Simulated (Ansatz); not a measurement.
Ir:

```xyz
1
Lattice="0.0000 1.9156 1.9156 1.9156 0.0000 1.9156 1.9156 1.9156 0.0000" Properties=species:S:1:pos:R:3 pbc="T T T"
Ir    0.0000    0.0000    0.0000
```

Base run:

| Quantity | Value |
| --- | --- |
| Program | Ansatz 0.2.0 |
| Functional | RPBE |
| Potentials or basis | all-electron LAPW, scalar-relativistic |
| Cutoff | 284 eV (chosen from the basis error) |
| Basis error allowed | 0.001 eV/atom |
| k mesh | 12 × 12 × 12 |
| Occupations | fermi-dirac, width 0.05 eV |
| Spin | no spin polarisation |

Its results: pressure 15.3 GPa.

**Question.** The run is repeated on the same cell with these changes: functional from RPBE to LDA. What comes out?

**Answer.** Pressure -6.6 GPa.

LDA binds more tightly than RPBE, so the same cell stands under less pressure.

Caveats: so large a pressure means that the cell lies far from this level's equilibrium, or that cutoff or potentials fall short (some runs).
